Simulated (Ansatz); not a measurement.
Start from a 16-atom supercell of InN in the zinc blende structure (space group F-43m, No. 216) at its relaxed geometry.

```
CELL_PARAMETERS angstrom
      0.00000     4.99920     4.99920
      4.99920     0.00000     4.99920
      4.99920     4.99920     0.00000
ATOMIC_POSITIONS crystal
  N  0.37500 0.37500 0.37500
  N  0.37500 0.37500 0.87500
  N  0.37500 0.87500 0.37500
  N  0.37500 0.87500 0.87500
  N  0.87500 0.37500 0.37500
  N  0.87500 0.37500 0.87500
  N  0.87500 0.87500 0.37500
  N  0.87500 0.87500 0.87500
  In 0.00000 0.00000 0.00000
  In 0.00000 0.00000 0.50000
  In 0.00000 0.50000 0.00000
  In 0.00000 0.50000 0.50000
  In 0.50000 0.00000 0.00000
  In 0.50000 0.00000 0.50000
  In 0.50000 0.50000 0.00000
  In 0.50000 0.50000 0.50000
```

Level of theory: r2SCAN, PAW, 500 eV (Ansatz, a program for electronic structure; spin-orbit coupling left out).

Base values:

```
Quantity   Result
--------  -------
Pressure  0.0 GPa
```

Now apply this change: one In atom is added in an open site, starting 2.04 Å from the nearest host atom, atoms relaxed at fixed cell, starting from a slightly rattled geometry.

What does the calculation give for the final site of the added atom after the change?

The final site of the added atom comes out as 4 N at 2.20 Å (tetrahedral).

How does this affect the pressure?

The pressure goes from zero to 18.6 GPa.

What does the calculation give for the largest displacement of a host atom from its site in the perfect cell after the change?

The largest displacement of a host atom from its site in the perfect cell is 0.19 Å.

In so small a cell the defect repeats every few ångströms: this is an ordered compound, not a dilute defect. The mesh was chosen for an insulator and is coarse for the gapless case. The final runs are not spin-polarised. The defect cell is not spin-polarised. This is not the structure that InN has at room temperature and ambient pressure.
